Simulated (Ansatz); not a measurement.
Ansatz input

```yaml
crystal:
  lattice:
    - [-1.6191398956, 1.669257725, 2.4844072206]
    - [1.669257725, -1.6191398956, 2.4844072206]
    - [1.5775833418, 1.5775833418, -2.4514747599]
  atoms:
    - { symbol: In, position: [0.0, 0.0, 0.0] }
hamiltonian:
  xc: revpbe
  pseudopotentials:
    kind: paw
    azcp:
      In: "pseudopotentials/In.paw.azcp"
basis:
  ecutwfc: 420
  fft_grid_basis: typed
kpoints:
  mp_grid: { grid: [18, 18, 22], shift: [0, 0, 0] }
magnetization:
  spin_polarized: false
scf:
  occupations: { method: fermi_dirac, width: 0.1 }
output:
  stress: true
```

Output

```
Engine: ansatz 0.2.0, aarch64-unknown-linux-gnu
Pseudopotentials: kind: paw
Pseudopotential: In, paw, valence charge 13, recommended cutoff 420 eV (normal) 
Functional definition: revPBE
  parameter kappa = 1.245
  parameter beta = 0.06672455060314922
  exchange = pbe_x(kappa = kappa, mu = beta*pi^2/3)
  correlation = pbe_c(beta = beta)
Crystal: 1 atoms, lattice volume = 26.181 Å³
Basis set: ecut = 420 eV, 531 PW (Γ)
Bands: 11, of which v1, the nominal top of the filled ones, is band 7 counted from 1 (6 counted from 0)
Symmetry: 4 space group operations
Space group: C2/m (ITA 12), of the structure as read, at distance tolerance 3.0e-5 Å
k-points: 1892 of 7128
Non-local potential: In, projectors of the file, l = 0: 2, l = 1: 2, l = 2: 2, l = 3: 2
PAW form: soft (Blöchl's): semilocal exchange-correlation on the pseudo side does not see the compensation charge
PAW frozen core: In, regenerated for the run's functional, and the local potential with it (the file was generated under x = pbe(κ = 0.804, μ = 0.2195149727645171), c = pbe(β = 0.06672455060314922))
PAW one-centre angular grid: In, 590 points (default); XC on 64 Gauss nodes
Initial density: superposition of atomic densities (neutral atoms: chi_scale 0, normalization atom), corrected by the library's trained network
Initial wavefunctions: pseudopotential atomic-orbital guess
Functional: x = revpbe(κ = 1.245, μ = 0.2195149727645171), c = pbe(β = 0.06672455060314922)
SCF iter   1: F=—  HF=-5603.828667 eV  |F-HF|=—  |Δ(HF+E_count)|=         —  Δρ=2.97e-3  dr2=1.17e-3  ethr=1.77e-3  ⟨swp⟩=5.0  Hψ=122369  notcnv=0
SCF iter   2: F=—  HF=-5603.828174 eV  |F-HF|=—  |Δ(HF+E_count)|=   4.93e-4  Δρ=1.33e-3  dr2=2.68e-4  ethr=9.03e-6  ⟨swp⟩=2.5  Hψ=46837  notcnv=0
SCF iter   3: F=—  HF=-5603.828220 eV  |F-HF|=—  |Δ(HF+E_count)|=   4.68e-5  Δρ=4.40e-4  dr2=2.98e-5  ethr=2.06e-6  ⟨swp⟩=1.0  Hψ=20446  notcnv=0
SCF iter   4: F=—  HF=-5603.828217 eV  |F-HF|=—  |Δ(HF+E_count)|=   3.63e-6  Δρ=3.17e-5  dr2=1.46e-7  ethr=2.29e-7  ⟨swp⟩=2.1  Hψ=30885  notcnv=0
iter 5 did not close the SCF: its close was put off for the readings that it lacked (scf_convergence_deferred on its scf_iter line)
SCF iter   5: F=-5603.828217 eV  HF=-5603.828217 eV  |F-HF|=3.48e-8  |Δ(HF+E_count)|=   5.79e-7  Δρ=1.60e-5  dr2=3.57e-8  ethr=1.13e-9  ⟨swp⟩=2.1  Hψ=32089  notcnv=0
SCF iter   6: F=-5603.828217 eV  HF=-5603.828217 eV  |F-HF|=1.11e-9  |Δ(HF+E_count)|=   1.55e-8  Δρ=2.83e-6  dr2=9.06e-10  ethr=2.75e-10  ⟨swp⟩=2.8  Hψ=65676  notcnv=0
SCF 1 converged in 6 iterations: F = -5603.828217 eV  dr2 = 9.06e-10
SCF converged after 6 iterations
Free energy (F): -5603.828217 eV
Harris-Foulkes:  -5603.828217 eV  (|F-HF|=1.11e-9)
Internal energy: -5603.813648 eV  (E = F + TS)
E sigma→0 (E₀):  -5603.820933 eV
Entropy (-TS):   -0.014569 eV (-14.569 meV/atom)
Fermi energy:    10.351070 eV
--- Per-component energies (eV) ---
  E_band       = -22.664520
  E_kinetic    = 241.317394
  E_local      = -1075.668404  (includes V_loc(G=0)·N_el)
  E_nonlocal   = 365.916514
  E_hartree    = 422.257113
  E_xc         = -216.297718
  E_vxc        = -99.625778  (∫ρ·V_xc dr)
  E_paw        = -4158.099784  (= ΣΔE_a)
  E_vpaw       = -299.119515  (= ΣTr[D̂ρ^β])
  E_aug_tail   = 0.000026  (compensation charges beyond the density's cutoff)
  E_ewald      = -1183.287110
  E_core_change = 0.048322  (= ΣΔE_core)
  E_smearing   = -0.014569  (= −TS)
  E_closure    = 0.000000  (closes the sum)
  Σ components = -5603.828217   (vs F -5603.828217, Δ=0.00e0)
--- Stress (GPa, compression-positive) ---
        3.312580       0.068308      -0.192762
        0.068308       3.312580      -0.192762
       -0.192762      -0.192762       3.093209
  P = ⅓ Tr σ = 3.2395 GPa (32.395 kbar)
```
